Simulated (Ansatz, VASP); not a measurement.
Hf: VASP beside Ansatz

Contents of INCAR:

```
SYSTEM = Hf
  PREC = Accurate
  ENCUT = 520
  EDIFF = 1E-7
  ISMEAR = 0
  SIGMA = 0.1
  LREAL = .FALSE.
  LASPH = .TRUE.
  NELM = 100
  ALGO = Fast
  ISIF = 2
  LWAVE = .FALSE.
  LCHARG = .FALSE.
  GGA = PS
  NBANDS = 17
```

File KPOINTS:

```
regular mesh
0
G
  14 14 8
  0 0 0
```

The input POSCAR:

```
Hf
1.0
    3.1527758865      0.0678659097     -0.0167187333
   -1.5176143414      2.7778980344      0.1190962518
   -0.0264522940      0.2023120000      5.0433346920
Hf
2
Direct
    0.2973610605      0.6318266234      0.2305476481
    0.7026389395      0.3681733766      0.7694523519
```

Input for Ansatz:

```yaml
crystal:
  lattice:
    - [3.1527758865, 0.0678659097, -0.0167187333]
    - [-1.5176143414, 2.7778980344, 0.1190962518]
    - [-0.026452294, 0.202312, 5.043334692]
  atoms:
    - { symbol: Hf, position: [0.2973610605, 0.6318266234, 0.2305476481] }
    - { symbol: Hf, position: [0.7026389395, 0.3681733766, 0.7694523519] }
basis:
  ecutwfc: 420
kpoints:
  mp_grid: { grid: [14, 14, 8] }
hamiltonian:
  xc: pbesol
scf:
  occupations: { method: gaussian, width: 0.1 }
output:
  forces: true
  stress: true
  eigenvalues: true
```

Alike in both runs: task single point; functional PBEsol; k mesh 14 × 14 × 8; occupations gaussian, width 0.1 eV; no spin polarisation.

|  | VASP | Ansatz |
| --- | --- | --- |
| version | VASP 6.6.1 | Ansatz 0.2.0 |
| potentials or method | VASP PAW PBE potentials, release 64 (Hf_pv) | scalar-relativistic, plane waves, PAW |
| plane-wave cutoff (eV) | 520 | 420 |
| valence electrons in the cell | 20 | 52 |

```tsv
	VASP	Ansatz	Ansatz less VASP
gap on the k mesh at the Fermi level (eV)	none	none	-
pressure (GPa)	-2.2	-1.9	+0.38
largest component of the traceless stress (GPa)	3.55	3.58	+0.029
rms of the force components (eV/Å)	0.481	0.495	+0.0143
```

Atom by atom the forces differ by 0.016 eV/Å (rms over components). A gap of «none» marks a metal or a gap that the smearing closes. The two sets of potentials don't hold the same shells in valence.

Caveats: the PAW data sets were made with another functional, which shifts forces and pressure a little (VASP). Spin-orbit coupling is left out, which matters for the levels of Hf.
